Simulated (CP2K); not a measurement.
# PbS (R3m) in CP2K: reference runs, part 2 of 2

CP2K 2026.2. Earlier steps stand in the parts before.

## Step 3: Single point, PBE (atoms moved at random, drawn with an rms of 0.05 Å)

Input file pbs_scf.inp:

```
&GLOBAL
  PROJECT pbs_scf
  RUN_TYPE ENERGY_FORCE
  PRINT_LEVEL LOW
&END GLOBAL
&FORCE_EVAL
  METHOD QS
  STRESS_TENSOR ANALYTICAL
  &DFT
    BASIS_SET_FILE_NAME BASIS_MOLOPT_UZH
    POTENTIAL_FILE_NAME POTENTIAL_UZH
    &MGRID
      CUTOFF 450
      REL_CUTOFF 60
      NGRIDS 5
    &END MGRID
    &QS
      METHOD GPW
      EPS_DEFAULT 1.0E-10
    &END QS
    &KPOINTS
      SCHEME MONKHORST-PACK 8 8 8
      GAMMA_CENTERED T
      SYMMETRY T
      SYMMETRY_BACKEND SPGLIB
    &END KPOINTS
    &SCF
      SCF_GUESS ATOMIC
      EPS_SCF 1.0E-6
      MAX_SCF 100
      ADDED_MOS 10
      CHOLESKY OFF
      EPS_EIGVAL 1.0E-7
      &DIAGONALIZATION ON
        ALGORITHM STANDARD
      &END DIAGONALIZATION
      &MIXING ON
        METHOD BROYDEN_MIXING
        ALPHA 0.4
        BETA 1.5
        NBUFFER 8
      &END MIXING
      &SMEAR ON
        METHOD FERMI_DIRAC
        ELECTRONIC_TEMPERATURE [K] 580.226
      &END SMEAR
    &END SCF
    &XC
      &XC_FUNCTIONAL
        &GGA_X_PBE
        &END GGA_X_PBE
        &GGA_C_PBE
        &END GGA_C_PBE
      &END XC_FUNCTIONAL
    &END XC
    &PRINT
      &KPOINTS ON
      &END KPOINTS
      &MULLIKEN ON
      &END MULLIKEN
      &MO ON
        ENERGIES T
        OCCUPATION_NUMBERS T
        &EACH
          QS_SCF 0
        &END EACH
        ADD_LAST NUMERIC
      &END MO
      &LOWDIN ON
      &END LOWDIN
      &HIRSHFELD ON
        SHAPE_FUNCTION DENSITY
      &END HIRSHFELD
    &END PRINT
  &END DFT
  &SUBSYS
    &CELL
      ABC 4.2269191050 4.2269191050 4.2269191051
      ALPHA_BETA_GAMMA 59.9750258792 59.9750258791 59.9750258801
      PERIODIC XYZ
    &END CELL
    &COORD
      SCALED
      Pb  0.9889180000 0.9767410000 0.9842380000
      S   0.4903730000 0.4763620000 0.4686870000
    &END COORD
    &KIND Pb
      BASIS_SET TZVP-MOLOPT-PBE-GTH-q4
      POTENTIAL GTH-PBE-q4
    &END KIND
    &KIND S
      BASIS_SET TZVP-MOLOPT-PBE-GTH-q6
      POTENTIAL GTH-PBE-q6
    &END KIND
    &PRINT
      &ATOMIC_COORDINATES ON
      &END ATOMIC_COORDINATES
      &CELL ON
      &END CELL
    &END PRINT
  &END SUBSYS
  &PRINT
    &FORCES ON
    &END FORCES
    &STRESS_TENSOR ON
    &END STRESS_TENSOR
  &END PRINT
&END FORCE_EVAL
```

Potentials or basis: POTENTIAL_UZH Pb GTH-PBE-q4, S GTH-PBE-q6; TZVP-MOLOPT-PBE-GTH basis.

Started as:

```
> OMP_NUM_THREADS=1 cp2k.psmp -i pbs_scf.inp -o pbs_scf.out
```

pbs_scf.out:

```text

 CP2K| version string:                                       CP2K version 2026.2
 CP2K| Input file name                                               pbs_scf.inp

 GLOBAL| Force Environment number                                              1
 GLOBAL| Basis set file name                                    BASIS_MOLOPT_UZH
 GLOBAL| Potential file name                                       POTENTIAL_UZH
 GLOBAL| MM Potential file name                                     MM_POTENTIAL
 GLOBAL| Coordinate file name                                      __STD_INPUT__
 GLOBAL| Method name                                                        CP2K
 GLOBAL| Project name                                                    pbs_scf
 GLOBAL| Run type                                                   ENERGY_FORCE
 GLOBAL| FFT library                                                       FFTW3
[... 6 lines left out ...]
 GLOBAL| Total number of message passing processes                             1
 GLOBAL| Number of threads for this process                                    1
 GLOBAL| CPU model name                          Intel(R) Xeon(R) Platinum 8488C

 CELL| Volume [angstrom^3]:                                            53.371670
 CELL| Vector a [angstrom]:       4.227     0.000     0.000   |a| =     4.226919
 CELL| Vector b [angstrom]:       2.115     3.660     0.000   |b| =     4.226919
 CELL| Vector c [angstrom]:       2.115     1.221     3.450   |c| =     4.226919
 CELL| Angle (b,c), alpha [degree]:                                    59.975026
 CELL| Angle (a,c), beta  [degree]:                                    59.975026
 CELL| Angle (a,b), gamma [degree]:                                    59.975026
 CELL| Numerically orthorhombic:                                              NO
 CELL| Periodicity                                                           XYZ

 CELL_REF| Volume [angstrom^3]:                                        53.371670
 CELL_REF| Vector a [angstrom     4.227     0.000     0.000   |a| =     4.226919
 CELL_REF| Vector b [angstrom     2.115     3.660     0.000   |b| =     4.226919
 CELL_REF| Vector c [angstrom     2.115     1.221     3.450   |c| =     4.226919
 CELL_REF| Angle (b,c), alpha [degree]:                                59.975026
 CELL_REF| Angle (a,c), beta  [degree]:                                59.975026
 CELL_REF| Angle (a,b), gamma [degree]:                                59.975026
 CELL_REF| Numerically orthorhombic:                                          NO
 CELL_REF| Periodicity                                                       XYZ
[... 10 lines left out ...]

  Total number of            - Atomic kinds:                                   2
                             - Atoms:                                          2
                             - Shell sets:                                     2
                             - Shells:                                        14
[... 431 lines left out ...]
 MO|     10               0.536716              14.604798               0.000000
 MO|     11               0.642360              17.479515               0.000000
 MO|     12               0.672683              18.304634               0.000000
 MO|     13               0.687048              18.695529               0.000000
 MO|     14               0.741607              20.180145               0.000000
 MO|     15               0.780900              21.249381               0.000000
 MO| Sum:                                                              10.000000
 MO| E(Fermi):            0.158428 a.u.          4.311040 eV

 [... the levels of further k-points ...]

 !-----------------------------------------------------------------------------!
                     Mulliken Population Analysis

 #  Atom  Element  Kind  Atomic population                           Net charge
       1     Pb       1          3.149790                              0.850210
       2     S        2          6.850210                             -0.850210
 # Total charge                             10.000000                  0.000000

 !-----------------------------------------------------------------------------!

 !-----------------------------------------------------------------------------!
                           Hirshfeld Charges

  #Atom  Element  Kind  Ref Charge     Population                    Net charge
      1       Pb     1       4.000          3.716                         0.284
      2       S      2       6.000          6.284                        -0.284

  Total Charge                                                           -0.000
 !-----------------------------------------------------------------------------!

 LOWDIN POPULATION ANALYSIS

 #  Atom  Element  Kind  Atomic population                           Net charge
       1     Pb       1          3.811372                              0.188628
       2     S        2          6.188628                             -0.188628
 # Total charge                             10.000000                  0.000000

 ENERGY| Total FORCE_EVAL ( QS ) energy [hartree]            -13.789594937934234

 FORCES| Atomic forces [hartree/bohr]
 FORCES|   Atom     x               y               z               |f|
 FORCES|      1 -3.23828234E-04 -2.39421338E-04 -6.35097123E-04   7.52021049E-04
 FORCES|      2  3.23401916E-04  2.39539048E-04  6.34856075E-04   7.51671464E-04
 FORCES| Sum    -4.26318622E-07  1.17709167E-07 -2.41047786E-07
 FORCES| Total atomic force                                       5.03693409E-07

 STRESS| Analytical stress tensor [bar]
 STRESS|                        x                   y                   z
 STRESS|      x        1.54560031419E+04  -1.89754364687E+02   3.08124877420E+02
 STRESS|      y       -1.89754364687E+02   1.58081256322E+04   2.74127518966E+02
 STRESS|      z        3.08124877420E+02   2.74127518966E+02   1.59409888991E+04
 STRESS| 1/3 Trace                                             1.57350392244E+04
 STRESS| Determinant                                           3.89160049117E+12

 STRESS| Eigenvectors and eigenvalues of the analytical stress tensor [bar]
 STRESS|                        1                   2                   3
 STRESS| Eigenvalues   1.51682909388E+04   1.58510817962E+04   1.61857449382E+04
 STRESS|      x           0.776849487061     -0.588013958970      0.225265306937
 STRESS|      y           0.428192078945      0.755601983003      0.495698685504
 STRESS|      z          -0.461688659143     -0.288626449479      0.838771932459
```

Run time: 22 s. Hardware: 1 thread of Intel Xeon Platinum 8488C (Sapphire Rapids), shared host; peak memory 0.34 GiB.

What came out:

- Free energy: -375.2340 eV
- Pressure: 1.6 GPa
- Largest force: 0.039 eV/Å
- Band gap on the k mesh: 0.32 eV, direct
- Mulliken charges: Pb +0.85; S -0.85 e
- Hirshfeld charges: Pb +0.28; S -0.28 e

Forces on the atoms (eV/Å):
```
Pb  -0.017 -0.012 -0.033
S    0.017  0.012  0.033
```

Caveat: Mulliken charges move with the basis; spin-orbit coupling is left out, which as a rule narrows the gap of such compounds by several tenths of an eV; the basis of atomic orbitals isn't converged, which shifts pressures, moduli and gaps.
